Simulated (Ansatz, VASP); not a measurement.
## Two plane-wave programs on Pb

INCAR

```
SYSTEM = Pb
PREC     = Accurate       ! precision mode
ENCUT    = 520            ! plane-wave cutoff, eV
EDIFF    = 1E-6           ! SCF threshold, eV
ISMEAR   = -1             ! smearing method
SIGMA    = 0.05           ! smearing width, eV
LREAL    = .False.        ! projectors in reciprocal space
LASPH    = .True.         ! aspherical terms in the spheres
NELM     = 80             ! most SCF steps
ALGO     = Normal         ! electronic algorithm
ISIF     = 2              ! what is computed and relaxed
LWAVE    = .False.        ! write WAVECAR
LCHARG   = .False.        ! write CHGCAR
GGA      = PE             ! functional
NBANDS   = 13             ! bands
```

File KPOINTS:

```
regular mesh
0
Gamma
  12 12 12
  0 0 0
```

The input POSCAR:

```
Pb
1.0
    3.2543805230      0.0000000000      0.0000000000
    0.0000000000      3.2543805230      0.0000000000
    0.0000000000      0.0000000000      3.2543805230
Pb
1
Direct
    0.0000000000      0.0000000000      0.0000000000
```

Input for Ansatz:

```yaml
crystal:
  lattice:
    - [3.254380523, 0.0, 0.0]
    - [0.0, 3.254380523, 0.0]
    - [0.0, 0.0, 3.254380523]
  atoms:
    - { symbol: Pb, position: [0.0, 0.0, 0.0] }
kpoints:
  mp_grid: { grid: [12, 12, 12] }
  band_path:
    path:
      - [0.0, 0.0, 0.0]
      - [0.0, 0.5, 0.0]
      - [0.5, 0.5, 0.0]
      - [0.0, 0.0, 0.0]
      - [0.5, 0.5, 0.5]
      - [0.0, 0.5, 0.0]
      - [0.5, 0.5, 0.5]
      - [0.5, 0.5, 0.0]
    npoints: 8
scf:
  occupations: { method: fermi_dirac, width: 0.05 }
hamiltonian:
  xc: pbe
  pseudopotentials: { kind: paw }
output:
  forces: true
  stress: true
  eigenvalues: true
  populations: true
  dos: { projected: true, de: 0.2, e_range: [-14, 8] }
```

Change from the starting cell: volume scaled by 1, PAW files.

Alike in both runs: task single point; functional PBE; k mesh 12 × 12 × 12; occupations fermi-dirac, width 0.05 eV; no spin polarisation.

|  | VASP | Ansatz |
| --- | --- | --- |
| version | VASP 6.6.1 | Ansatz 0.2.0 |
| potentials or method | VASP PAW PBE potentials, release 64 (Pb_d) | PAW with Ansatz's default frozen-core files, scalar-relativistic |
| plane-wave cutoff (eV) | 520 | 420 |
| valence electrons in the cell | 14 | 14 |

|  | VASP | Ansatz | Ansatz less VASP |
| --- | --- | --- | --- |
| pressure (GPa) | -0.1 | 0.0 | +0.06 |

Spin-orbit coupling is left out, which matters for the levels of Pb.
